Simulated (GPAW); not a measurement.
Set up this calculation in GPAW 26.7.0, as an ASE script.

```
Task                : relaxation of cell and atoms
Functional          : RPBE
Dispersion          : D4
Potentials or basis : the program's PAW data sets (release 1.2.1) made for this functional
Cutoff              : 800 eV
Basis               : pw
k mesh              : 10 × 10 × 10
Occupations         : fermi-dirac, width 0.05 eV
Spin                : no spin polarisation
Maxiter             : 150
Optimizer           : BFGS
Fmax                : 0.05 eV/Å
Max steps           : 100
Convergence         : density=1e-05 forces=0.0001
```

The structure of ZrN lies in POSCAR:

```
ZrN
1.0
    0.0000000000      2.3000000000      2.3000000000
    2.3000000000      0.0000000000      2.3000000000
    2.3000000000      2.3000000000      0.0000000000
Zr N
1 1
Direct
    0.5000000000      0.5000000000      0.5000000000
    0.0000000000      0.0000000000      0.0000000000
```

One way to write it, as run:

run.py

```python
from ase.calculators.mixing import SumCalculator
from ase.filters import FrechetCellFilter
from ase.io import read, write
from ase.optimize import BFGS
from dftd4.ase import DFTD4
from gpaw import GPAW, PW

atoms = read('POSCAR')

calc = GPAW(mode=PW(800),
            xc='RPBE',
            kpts={'size': (10, 10, 10), 'gamma': True},
            occupations={'name': 'fermi-dirac', 'width': 0.05},
            nbands=19,
            convergence={'density': 1e-05, 'forces': 0.0001},
            maxiter=150,
            txt='gpaw.txt')
atoms.calc = SumCalculator([calc, DFTD4(method='rpbe')])
opt = BFGS(FrechetCellFilter(atoms), trajectory='relax.traj', logfile='-')
done = opt.run(fmax=0.05, steps=100)
calc.write('gs.gpw')
write('result.traj', atoms)
print('Converged:', done)
print('Cell:', atoms.cell.cellpar().round(4))
print('Volume:', round(atoms.get_volume(), 4))
print(atoms.get_scaled_positions().round(5))
```

Potentials or basis: the program's PAW data sets (release 1.2.1) made for this functional, pw.

Launch:

```sh
$ OMP_NUM_THREADS=1 python run.py
```

Results of the run:

```yaml
Relaxed_volume: 11.76 Å³/atom
Relaxed_cell: a = 3.216 Å, b = 3.216 Å, c = 3.216 Å, α = 60.00°, β = 60.00°, γ = 60.00°
Space_group_after_relaxing_to_0.05_Å: Fm-3m (No. 225)
Energy_gained_by_relaxing: 8.6 meV/atom
Ionic_steps: 3
Pressure_after_relaxing: 0.2 GPa
Band_gap_on_the_k_mesh: none (metal or under the smearing width)
Dispersion_energy_per_atom: -0.569 eV
```

Caveat: later steps reuse the first step's grids; pairwise dispersion overbinds metals, which lowers pressure and volume.

Wall time 2.1 min on 1 thread of Arm Neoverse V2, on a shared host, peak memory 0.27 GiB.
